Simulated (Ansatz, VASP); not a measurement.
Mg in VASP and in Ansatz

```
Mg
1.0
    -1.59962    1.59962    2.26048
     1.59962   -1.59962    2.26048
     1.59962    1.59962   -2.26048
Mg
1
Direct
  0.00000 0.00000 0.00000
```

Change from the starting cell: the structure that the rattled cell fell into.

Alike in both runs: functional PBE; k mesh 24 × 24 × 24; occupations gaussian, width 0.1 eV; no spin polarisation.

Ansatz relaxed the structure, and its values are those at the end. VASP's run is a single point on that final structure, the one shown.

```csv
,VASP,Ansatz
version,VASP 6.6.1,Ansatz 0.2.0
potentials or method,"VASP PAW PBE potentials, release 64 (Mg)","scalar-relativistic, plane waves, PAW"
plane-wave cutoff (eV),520,420
valence electrons in the cell,2,10
```

```csv
,VASP,Ansatz,Ansatz less VASP
gap on the k mesh at the Fermi level (eV),none,none,-
pressure (GPa),-0.1,0.0,+0.12
```

A gap of «none» marks a metal or a gap that the smearing closes. The two sets of potentials don't hold the same shells in valence.
